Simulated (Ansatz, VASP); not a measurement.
**One calculation of InAs, two programs**

```
CELL_PARAMETERS angstrom
0.00000 3.01306 3.01306
3.01306 0.00000 3.01306
3.01306 3.01306 0.00000
ATOMIC_POSITIONS crystal
In 0.00000 0.00000 0.00000
As 0.75000 0.75000 0.75000
```

Alike in both runs: task relaxation of cell and atoms; functional LDA; k mesh 12 × 12 × 12; occupations fermi-dirac, width 0.15 eV; no spin polarisation.

```csv
,VASP,Ansatz
version,VASP 6.6.1,Ansatz 0.2.0
potentials or method,"VASP PAW LDA potentials, release 64 (In_d, As)","scalar-relativistic, plane waves, PAW"
plane-wave cutoff (eV),600,420
valence electrons in the cell,18,28
```

```csv
,VASP,Ansatz,Ansatz less VASP
"gap on the k mesh at the Fermi level, each at its own relaxed structure (eV)",none,none,-
relaxed volume (Å³/atom),27.44,27.36,-0.078
relaxed cell length with the largest relative difference (Å),4.265,4.261,-0.0040
```

A gap of «none» marks a metal or a gap that the smearing closes. The two sets of potentials don't hold the same shells in valence.
